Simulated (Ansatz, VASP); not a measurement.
# Cross-check of GaN (GaN (P6_3mc)) between VASP and Ansatz, part 2 of 3

Aim: how closely do two programs agree when they are given the same cell, functional and k mesh? Of the first pair: The cell is taken from a series of runs on this material, whose earlier steps may have relaxed, scaled, displaced or heated it; both programs get it as it stands.

VASP 6.6.1 and Ansatz 0.2.0.

So far. Step 2 (VASP: single point, r2SCAN, pair 1): The run ends at a pressure of 1.15 GPa, with forces up to 2.2e-4 eV/Å.

**5. Ansatz: relaxation, r2SCAN**

Level of this step: Ansatz beside VASP: Kohn-Sham DFT, plane waves, r2SCAN (Ansatz).

The two programs are compared at the cell with which this relaxation starts, whose forces are those of its first step. This pair takes another cell of the material, with 72 atoms against 4 for the pair before.

The structure compared here is the start of the Ansatz relaxation; VASP solves that cell, so the two are compared at the walk's first step.

File input.yaml:

```yaml
crystal:
  lattice:
    - [9.5498178172, 0.0, 0.0]
    - [-4.7749089086, 8.2703848312, 0.0]
    - [0.0, 0.0, 10.3676634614]
  atoms:
    - { symbol: Ga, position: [0.2222222222, 0.1111111111, 0.2495531182] }
    - { symbol: Ga, position: [0.1111111111, 0.2222222222, 0.4995531182] }
    - { symbol: "N", position: [0.2222222222, 0.1111111111, 0.4379468818] }
    - { symbol: "N", position: [0.1111111111, 0.2222222222, 0.1879468818] }
    - { symbol: Ga, position: [0.2222222222, 0.1111111111, 0.7495531182] }
    - { symbol: Ga, position: [0.1111111111, 0.2222222222, 0.9995531182] }
    - { symbol: "N", position: [0.2222222222, 0.1111111111, 0.9379468818] }
    - { symbol: "N", position: [0.1111111111, 0.2222222222, 0.6879468818] }
    - { symbol: Ga, position: [0.2222222222, 0.4444444444, 0.2495531182] }
    - { symbol: Ga, position: [0.1111111111, 0.5555555556, 0.4995531182] }
    - { symbol: "N", position: [0.2222222222, 0.4444444444, 0.4379468818] }
    - { symbol: "N", position: [0.1111111111, 0.5555555556, 0.1879468818] }
    - { symbol: Ga, position: [0.2222222222, 0.4444444444, 0.7495531182] }
    - { symbol: Ga, position: [0.1111111111, 0.5555555556, 0.9995531182] }
    - { symbol: "N", position: [0.2222222222, 0.4444444444, 0.9379468818] }
    - { symbol: "N", position: [0.1111111111, 0.5555555556, 0.6879468818] }
    - { symbol: Ga, position: [0.2222222222, 0.7777777778, 0.2495531182] }
    - { symbol: Ga, position: [0.1111111111, 0.8888888889, 0.4995531182] }
    - { symbol: "N", position: [0.2222222222, 0.7777777778, 0.4379468818] }
    - { symbol: "N", position: [0.1111111111, 0.8888888889, 0.1879468818] }
    - { symbol: Ga, position: [0.2222222222, 0.7777777778, 0.7495531182] }
    - { symbol: Ga, position: [0.1111111111, 0.8888888889, 0.9995531182] }
    - { symbol: "N", position: [0.2222222222, 0.7777777778, 0.9379468818] }
    - { symbol: "N", position: [0.1111111111, 0.8888888889, 0.6879468818] }
    - { symbol: Ga, position: [0.5555555556, 0.1111111111, 0.2495531182] }
    - { symbol: Ga, position: [0.4444444444, 0.2222222222, 0.4995531182] }
    - { symbol: "N", position: [0.5555555556, 0.1111111111, 0.4379468818] }
    - { symbol: "N", position: [0.4444444444, 0.2222222222, 0.1879468818] }
    - { symbol: Ga, position: [0.5555555556, 0.1111111111, 0.7495531182] }
    - { symbol: Ga, position: [0.4444444444, 0.2222222222, 0.9995531182] }
    - { symbol: "N", position: [0.5555555556, 0.1111111111, 0.9379468818] }
    - { symbol: "N", position: [0.4444444444, 0.2222222222, 0.6879468818] }
    - { symbol: Ga, position: [0.5555555556, 0.4444444444, 0.2495531182] }
    - { symbol: Ga, position: [0.4444444444, 0.5555555556, 0.4995531182] }
    - { symbol: "N", position: [0.5555555556, 0.4444444444, 0.4379468818] }
    - { symbol: "N", position: [0.4444444444, 0.5555555556, 0.1879468818] }
    - { symbol: Ga, position: [0.5555555556, 0.4444444444, 0.7495531182] }
    - { symbol: Ga, position: [0.4444444444, 0.5555555556, 0.9995531182] }
    - { symbol: "N", position: [0.5555555556, 0.4444444444, 0.9379468818] }
    - { symbol: "N", position: [0.4444444444, 0.5555555556, 0.6879468818] }
    - { symbol: Ga, position: [0.5555555556, 0.7777777778, 0.2495531182] }
    - { symbol: Ga, position: [0.4444444444, 0.8888888889, 0.4995531182] }
    - { symbol: "N", position: [0.5555555556, 0.7777777778, 0.4379468818] }
    - { symbol: "N", position: [0.4444444444, 0.8888888889, 0.1879468818] }
    - { symbol: Ga, position: [0.5555555556, 0.7777777778, 0.7495531182] }
    - { symbol: Ga, position: [0.4444444444, 0.8888888889, 0.9995531182] }
    - { symbol: "N", position: [0.5555555556, 0.7777777778, 0.9379468818] }
    - { symbol: "N", position: [0.4444444444, 0.8888888889, 0.6879468818] }
    - { symbol: Ga, position: [0.8888888889, 0.1111111111, 0.2495531182] }
    - { symbol: Ga, position: [0.7777777778, 0.2222222222, 0.4995531182] }
    - { symbol: "N", position: [0.8888888889, 0.1111111111, 0.4379468818] }
    - { symbol: "N", position: [0.7777777778, 0.2222222222, 0.1879468818] }
    - { symbol: Ga, position: [0.8888888889, 0.1111111111, 0.7495531182] }
    - { symbol: Ga, position: [0.7777777778, 0.2222222222, 0.9995531182] }
    - { symbol: "N", position: [0.8888888889, 0.1111111111, 0.9379468818] }
    - { symbol: "N", position: [0.7777777778, 0.2222222222, 0.6879468818] }
    - { symbol: Ga, position: [0.8888888889, 0.4444444444, 0.2495531182] }
    - { symbol: Ga, position: [0.7777777778, 0.5555555556, 0.4995531182] }
    - { symbol: "N", position: [0.8888888889, 0.4444444444, 0.4379468818] }
    - { symbol: "N", position: [0.7777777778, 0.5555555556, 0.1879468818] }
    - { symbol: Ga, position: [0.8888888889, 0.4444444444, 0.7495531182] }
    - { symbol: Ga, position: [0.7777777778, 0.5555555556, 0.9995531182] }
    - { symbol: "N", position: [0.8888888889, 0.4444444444, 0.9379468818] }
    - { symbol: "N", position: [0.7777777778, 0.5555555556, 0.6879468818] }
    - { symbol: Ga, position: [0.8888888889, 0.7777777778, 0.2495531182] }
    - { symbol: Ga, position: [0.7777777778, 0.8888888889, 0.4995531182] }
    - { symbol: "N", position: [0.8888888889, 0.7777777778, 0.4379468818] }
    - { symbol: "N", position: [0.7777777778, 0.8888888889, 0.1879468818] }
    - { symbol: Ga, position: [0.8888888889, 0.7777777778, 0.7495531182] }
    - { symbol: Ga, position: [0.7777777778, 0.8888888889, 0.9995531182] }
    - { symbol: "N", position: [0.8888888889, 0.7777777778, 0.9379468818] }
    - { symbol: "N", position: [0.7777777778, 0.8888888889, 0.6879468818] }
basis:
  ecutwfc: 500
  xc_grid: 2
hamiltonian:
  xc: r2scan
  pseudopotentials: { kind: paw, azcp: { folder: soft_1 } }
kpoints:
  mp_grid: { grid: [1, 1, 1] }
scf:
  occupations: { method: fermi_dirac, width: 0.01 }
  max_iter: 100
  lower_state_search: "off"
output:
  forces: true
relax:
  f_tol: 0.015
  max_steps: 120
  random_displacement: { amplitude: 0.06, seed: 1496 }
checkpoint:
  write: "../pristine.rattled.run"
  compress: false
  write_wavefunctions: false
  write_every: 100000
```

Launch:

```bash
ansatz run input.yaml --threads 32 --pin off --max-ram 84787MiB --backend cuda --events-out ev --progress --plain --runs-dir out --max-vram 78GiB
```

Numbers of over 12 decimals in the logs are rounded to 6 here.

What it wrote:

```text
[...]
Crystal: 72 atoms, lattice volume = 818.845 Å³
Basis set: ecut = 500 eV, 20899 PW (Γ), exchange–correlation on 144×144×160 points (8 copies of the dense FFT grid, shifted against one another)
Bands: 396, of which v1, the nominal top of the filled ones, is band 324 counted from 1 (323 counted from 0)
Symmetry: 1 space group operations
k-points: 1
[...]
F+E_penalty+E_count = -150344.89378613 eV   max|allowed force component| = 1.035e-2 eV/Å
  atoms:
    - { symbol: Ga, position: [0.222429, 0.111155, 0.249170] }
    - { symbol: Ga, position: [0.111264, 0.222210, 0.499162] }
    - { symbol: N, position: [0.222431, 0.111130, 0.437425] }
    - { symbol: N, position: [0.111292, 0.222235, 0.187421] }
    - { symbol: Ga, position: [0.222394, 0.111112, 0.749183] }
    - { symbol: Ga, position: [0.111315, 0.222228, 0.999162] }
  [... 66 more lines of this table ...]
[key lines of the parts left out:]
SCF converged after 2 iterations
Free energy (F): -150344.893786 eV
Fermi energy:    10.709437 eV
```

**6. VASP: single point, r2SCAN, start cell, pair 2**

The same cell, functional, mesh and smearing now go to VASP, with its own data sets.

File INCAR:

```
SYSTEM = GaN
PREC = Accurate
ENCUT = 580
EDIFF = 1E-06
NELM = 120
ISMEAR = -1
SIGMA = 0.01
LREAL = Auto
ALGO = Normal
METAGGA = R2SCAN
LASPH = .TRUE.
NBANDS = 376
LORBIT = 11
LWAVE = .FALSE.
LCHARG = .FALSE.
ISIF = 2
GGA_COMPAT = .FALSE.
EFERMI = MIDGAP
LMIXTAU = .TRUE.
NCORE = 2
```

File POSCAR:

```
GaN
1.0
    9.5498178172      0.0000000000      0.0000000000
   -4.7749089086      8.2703848312      0.0000000000
    0.0000000000      0.0000000000     10.3676634614
Ga N
36 36
Direct
    0.2260807277      0.1172859570      0.2524194588
    0.1154158289      0.2199413978      0.5019453052
    0.2154050876      0.1095475021      0.7483846316
    0.1147056967      0.2273171126      0.9954991342
    0.2247973090      0.4475003371      0.2444137977
    0.1095770796      0.5603124999      0.4971226178
    0.2258022065      0.4421801494      0.7461661954
    0.1075397663      0.5510021714      0.0038906103
    0.2278332094      0.7827930782      0.2464393264
    0.1063483515      0.8904059666      0.5020417589
    0.2174792297      0.7736036630      0.7535931340
    0.1178842583      0.8937915406      0.9979104779
    0.5548449094      0.1128121628      0.2550237100
    0.4490078638      0.2234478852      0.4950970890
    0.5585142413      0.1136585563      0.7443335742
    0.4490833567      0.2206668779      0.9968494867
    0.5485146768      0.4419383227      0.2504903838
    0.4395307064      0.5485839042      0.5005949527
    0.5504987399      0.4379481818      0.7513746978
    0.4471253819      0.5564432725      0.0049516016
    0.5512060510      0.7713063092      0.2472109564
    0.4475552901      0.8911314468      0.4943254591
    0.5523093075      0.7705808291      0.7493491691
    0.4454867413      0.8844812121      0.0031189803
    0.8895488818      0.1172859570      0.2474038639
    0.7818906178      0.2257452390      0.4950006353
    0.8883319185      0.1045900545      0.7501207991
    0.7808142563      0.2229642317      0.9943416893
    0.8884714020      0.4380690952      0.2487542164
    0.7756951718      0.5490675576      0.4972190715
    0.8920814404      0.4419383227      0.7531108652
    0.7818498943      0.5620052869      0.9969459405
    0.8926669867      0.7836394717      0.2529017275
    0.7729697856      0.8898013998      0.5027169352
    0.8858527444      0.7733618363      0.7451052042
    0.7760183515      0.8891968331      0.9940523280
    0.2199584038      0.1048318812      0.4351028577
    0.1103357651      0.2269543725      0.1846124739
    0.2254848421      0.1177696105      0.9401346828
    0.1143643480      0.2190950043      0.6853038803
    0.2268646948      0.4510068245      0.4358744877
    0.1104836182      0.5503976046      0.1915571437
    0.2242101045      0.4496767776      0.9419673040
    0.1157335050      0.5560805324      0.6838570741
    0.2160412911      0.7732409229      0.4351993115
    0.1093862217      0.8935497139      0.1903996988
    0.2206886257      0.7722736161      0.9415814891
    0.1105507863      0.8843602987      0.6921520964
    0.5602070283      0.1170441303      0.4350064040
    0.4442297717      0.2193368310      0.1827798527
    0.5533034199      0.1155931700      0.9360836254
    0.4470127934      0.2194577444      0.6839535278
    0.5524107993      0.4461702902      0.4336560515
    0.4421931264      0.5601915866      0.1892422538
    0.5624526514      0.4499186043      0.9384949691
    0.4374451068      0.5502766912      0.6879081315
    0.5579705324      0.7777147172      0.4433014263
    0.4454945710      0.8947588475      0.1908819675
    0.5492219879      0.7752964500      0.9407134053
    0.4505951748      0.8888340930      0.6869435940
    0.8841725780      0.1073710617      0.4421439813
    0.7743069496      0.2258661523      0.1868309101
    0.8958629598      0.1146258632      0.9361800792
    0.7848830675      0.2258661523      0.6866542328
    0.8918992189      0.4501604310      0.4414688051
    0.7747076367      0.5577733194      0.1919429587
    0.8875127764      0.4378272685      0.9364694404
    0.7792470796      0.5591033663      0.6828925366
    0.8952836747      0.7804957244      0.4352957652
    0.7707609466      0.8849648655      0.1894351613
    0.8849027999      0.7748127966      0.9331900130
    0.7736313199      0.8817002049      0.6872329553
```

File KPOINTS:

```
Automatic mesh
0
Gamma
1 1 1
0 0 0
```

Potentials, in the order of the species: Ga_d and N (PBE family, release 64).

Launch:

```bash
mpirun -np 8 vasp_gam
```

What it wrote:

```text
[banner, memory and clock lines left out]
running    8 mpi-ranks, on    1 nodes
[...]
[... a notice as in an earlier step ...]

 LDA part: xc-table for (None), standard interpolation
 POSCAR, INCAR and KPOINTS ok, starting setup
[...]
entering main loop
       N       E                     dE             d eps       ncg     rms          rms(c)
DAV:   1     0.167322525062E+05    0.16732E+05   -0.26047E+05   768   0.410E+03
DAV:   2     0.376707756936E+04   -0.12965E+05   -0.12383E+05   752   0.116E+03
DAV:   3    -0.191943441194E+03   -0.39590E+04   -0.37624E+04   896   0.397E+02
DAV:   4    -0.871072751447E+03   -0.67913E+03   -0.65329E+03   808   0.160E+02
[...]
DAV:  50    -0.781340517788E+03    0.11221E-05   -0.70452E-06   760   0.585E-02    0.138E-02
DAV:  51    -0.781340520068E+03   -0.22798E-05   -0.12120E-05   776   0.143E-02    0.140E-02
DAV:  52    -0.781340520321E+03   -0.25281E-06   -0.96546E-07   400   0.316E-03
   1 F= -.78134052E+03 E0= -.78134052E+03  d E =0.000000E+00
```

OUTCAR, selected parts (step 6):

```text
 POSITION                                       TOTAL-FORCE (eV/Angst)
 -----------------------------------------------------------------------------------
      1.59900      0.97000      2.61700        -0.513003     -0.554750     -1.198846
      0.05200      1.81900      5.20400        -0.879606      0.574174     -1.211969
      1.53400      0.90600      7.75900         1.852094     -0.434163      0.561917
      0.01000      1.88000     10.32100         0.191388     -0.000172      0.778105
      0.01000      3.70100      2.53400        -0.297806     -0.621345      1.184331
     -1.62900      4.63400      5.15400         1.005694     -0.432611      0.316379
      0.04500      3.65700      7.73600        -1.409073      0.099148      0.909104
     -1.60400      4.55700      0.04034        -0.031983      0.207625     -0.134262
     -1.56200      6.47400      2.55500        -1.357084     -0.695307      0.559628
     -3.23600      7.36400      5.20500         1.189756     -0.789163     -0.096124
     -1.61700      6.39800      7.81300         1.263857      0.254476     -0.501166
     -3.14200      7.39200     10.34600        -0.847792     -0.361373      0.511314
      4.76000      0.93300      2.64400         0.114040      0.266104     -1.534241
      3.22100      1.84800      5.13300        -0.814634     -0.026728      0.536146
[...]
-----------------------------------------------------------------------------------
    total drift:                               -0.026328      0.014264      0.073152

  FREE ENERGIE OF THE ION-ELECTRON SYSTEM (eV)
  ---------------------------------------------------
  free  energy   TOTEN  =      -781.3405203210 eV

  energy  without entropy=     -781.3405203210  energy(sigma->0) =     -781.34052032
```

The run ends at a pressure of 2.18 GPa, with forces up to 2.2 eV/Å.

**7. Side by side**

What differs besides the data sets and the points named for the pairs above, as far as they apply: the cutoff is 500 eV in Ansatz and 580 eV in VASP (PREC = Accurate, projectors in real space). Total energies have different zeros and are not compared.

Forces on 9 of the 72 atoms, those with the largest forces and the largest differences (eV/Å; atoms numbered as in POSCAR):

| atom | Ansatz x, y, z | VASP x, y, z |
| --- | --- | --- |
| Ga2 | -0.855, 0.559, -1.175 | -0.880, 0.574, -1.212 |
| Ga3 | 1.806, -0.435, 0.542 | 1.852, -0.434, 0.562 |
| Ga9 | -1.311, -0.667, 0.563 | -1.357, -0.695, 0.560 |
| Ga21 | 0.118, 1.669, 1.276 | 0.116, 1.674, 1.293 |
| Ga29 | -0.974, 1.626, 0.400 | -0.994, 1.650, 0.415 |
| N45 | 0.555, 1.647, 0.023 | 0.559, 1.671, 0.026 |
| N51 | 1.645, -1.278, -0.402 | 1.683, -1.302, -0.415 |
| N65 | 0.091, -1.289, -1.092 | 0.101, -1.298, -1.120 |
| N69 | -1.430, -0.486, 1.075 | -1.458, -0.498, 1.106 |

The forces differ by 18 meV/Å r.m.s., which is 2.4 % of the r.m.s. force of 0.740 eV/Å (both taken over all components).

**8. Ansatz: relaxation, r2SCAN**

This run makes the geometry at which the two programs are then compared.

The structure compared here is the end of the Ansatz relaxation.

input.yaml is that of step 5.

Launch:

```bash
ansatz run input.yaml --threads 32 --pin off --max-ram 84787MiB --backend cuda --events-out ev --progress --plain --runs-dir out --max-vram 78GiB
```

What it wrote:

```text
[...]
Crystal: 72 atoms, lattice volume = 818.845 Å³
Basis set: ecut = 500 eV, 20899 PW (Γ), exchange–correlation on 144×144×160 points (8 copies of the dense FFT grid, shifted against one another)
Bands: 396, of which v1, the nominal top of the filled ones, is band 324 counted from 1 (323 counted from 0)
Symmetry: 1 space group operations
k-points: 1
[...]
F+E_penalty+E_count = -150344.89378613 eV   max|allowed force component| = 1.035e-2 eV/Å
  atoms:
    - { symbol: Ga, position: [0.222429, 0.111155, 0.249170] }
    - { symbol: Ga, position: [0.111264, 0.222210, 0.499162] }
    - { symbol: N, position: [0.222431, 0.111130, 0.437425] }
    - { symbol: N, position: [0.111292, 0.222235, 0.187421] }
    - { symbol: Ga, position: [0.222394, 0.111112, 0.749183] }
    - { symbol: Ga, position: [0.111315, 0.222228, 0.999162] }
  [... 66 more lines of this table ...]
[key lines of the parts left out:]
SCF converged after 2 iterations
Free energy (F): -150344.893786 eV
Fermi energy:    10.709437 eV
```

(Part 2 of 3 ends here.)

[Lines on the potential files, build, host, timing and source positions are cut from VASP's logs without a mark.]

[Logs are printed without paths, hosts, clocks, repeated set-up lines and the standing remarks that a program may print on its own settings, such as how far it seeks lower states.]

[Hosts, paths, dates, database ids (printed as entryN), source tags and the programs' standing remarks are cut or masked in the printed files.]
